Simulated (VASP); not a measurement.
Zn2Ga2O3: relaxation of cell and atoms with PBE

The system is Zn2Ga2O3.

```
Zn Ga O
1.0
     5.29908    0.00000    0.00000
    -2.64954    4.58914    0.00000
     0.00000    0.00000    4.68200
Zn Ga O
2 2 3
Direct
  0.00000 0.00000 0.00000
  0.00000 0.00000 0.50000
  0.33333 0.66667 0.39159
  0.66667 0.33333 0.60841
  0.50000 0.00000 0.00000
  0.00000 0.50000 0.00000
  0.50000 0.50000 0.00000
```

The cell was built by a generator and needn't be a form met in nature.

```yaml
Program: VASP 6.6.1
Task: relaxation of cell and atoms
Functional: PBE
Potentials_or_basis: VASP PAW PBE potentials, release 64 (Zn, Ga_d, O)
Cutoff: 520 eV
k_mesh: 3 × 3 × 3
Occupations: gaussian, width 0.15 eV
Spin: no spin polarisation
Further_INCAR_settings: PREC = Normal; ALGO = Fast; EDIFF = 0.0001; IBRION = 2; EDIFFG = -0.08; NSW = 24; ISIF = 3
```

```json
{
 "Relaxed volume": "22.54 Å³/atom",
 "Relaxed cell": "a = 6.155 Å, b = 6.155 Å, c = 4.809 Å, α = 90.00°, β = 90.00°, γ = 120.00°",
 "Space group after relaxing (to 0.05 Å)": "P-3m1 (No. 164)",
 "Energy gained by relaxing": "951.5 meV/atom",
 "Ionic steps": "21",
 "Pressure after relaxing": "-0.3 GPa",
 "Largest force after relaxing": "0.077 eV/Å",
 "Band gap on the k mesh": "none (metal or under the smearing width)"
}
```

Forces on the atoms (eV/Å):
```
Zn   0.000  0.000  0.000
Zn   0.000  0.000  0.000
Ga   0.000  0.000 -0.077
Ga   0.000  0.000  0.077
O    0.000  0.000  0.000
O    0.000  0.000  0.000
O    0.000  0.000  0.000
```

Stress tensor (GPa, compression positive):
```
-0.23  0.00  0.00
 0.00 -0.23  0.00
 0.00  0.00 -0.35
```

The path:
| step | energy change (eV) | largest force (eV/Å) | pressure (GPa) | volume (Å³) |
| --- | --- | --- | --- | --- |
| 1 | 0.0000 | 2.3005 | -8.43 | 113.86 |
| 2 | -1.1354 | 2.4000 | -3.05 | 100.31 |
| 3 | -1.5589 | 2.0547 | 5.60 | 90.45 |
| 4 | -2.3383 | 1.4030 | 7.18 | 91.57 |
| 5 | -2.7402 | 0.2683 | 12.99 | 92.65 |
| 6 | -3.2728 | 0.0719 | 5.18 | 103.08 |
| 7 | -3.4278 | 0.3621 | 1.20 | 111.78 |
| 8 | -3.4414 | 0.5126 | -0.18 | 114.90 |
| 9 | -3.5262 | 0.5345 | 0.26 | 116.41 |
| 10 | -3.8548 | 0.9304 | 1.55 | 120.60 |
| 11 | -4.8081 | 0.7587 | 3.14 | 128.69 |
| 12 | -6.3150 | 0.9063 | 1.04 | 143.38 |
| 13 | -6.2737 | 0.7613 | -0.75 | 147.42 |
| 14 | -6.3378 | 0.9292 | 0.27 | 144.85 |
| 15 | -6.4194 | 0.6835 | -0.32 | 148.31 |
| 16 | -6.4450 | 0.5562 | -1.15 | 150.76 |
| 17 | -6.5793 | 0.2512 | 0.60 | 150.57 |
| 18 | -6.6138 | 0.0748 | 1.70 | 150.43 |
| 19 | -6.6185 | 0.0257 | 1.88 | 150.36 |
| 20 | -6.6529 | 0.0573 | 0.87 | 154.06 |
| 21 | -6.6606 | 0.0775 | -0.27 | 157.78 |

Final structure:
```cif
data_structure
_symmetry_space_group_name_H-M 'P 1'
_symmetry_Int_Tables_number 1
_cell_length_a 6.1549
_cell_length_b 6.1549
_cell_length_c 4.8092
_cell_angle_alpha 90.000
_cell_angle_beta 90.000
_cell_angle_gamma 120.000
_cell_volume 157.78
loop_
_atom_site_label
_atom_site_type_symbol
_atom_site_fract_x
_atom_site_fract_y
_atom_site_fract_z
_atom_site_occupancy
Zn1 Zn 0.00000 0.00000 0.00000 1
Zn2 Zn 0.00000 0.00000 0.50000 1
Ga1 Ga 0.33333 0.66667 0.03628 1
Ga2 Ga 0.66667 0.33333 0.96372 1
O1 O 0.50000 0.00000 0.00000 1
O2 O 0.00000 0.50000 0.00000 1
O3 O 0.50000 0.50000 0.00000 1
```

Levels at points of the mesh, in eV from the Fermi level:
| k point | band 30 | band 31 | band 32 | band 33 | band 34 | band 35 | band 36 | band 37 | band 38 | band 39 |
| --- | --- | --- | --- | --- | --- | --- | --- | --- | --- | --- |
| (0.00, 0.00, 0.00) | -3.59 | -3.32 | -3.32 | -2.98 | -0.66 | 0.74 | 2.01 | 2.03 | 2.03 | 3.26 |

Run time: 5.1 min on 1 thread of Intel(R) Xeon(R) Platinum 8488C (Sapphire Rapids), on a shared host, peak memory 0.18 GiB.

Caveat: the k mesh is coarse (spacing up to 0.46 Å⁻¹), so the values aren't converged; the volume moved by over 15 % at a fixed basis, so the end points are rough; the relaxation stopped at a loose force limit of 0.08 eV/Å, so its end isn't a converged minimum.
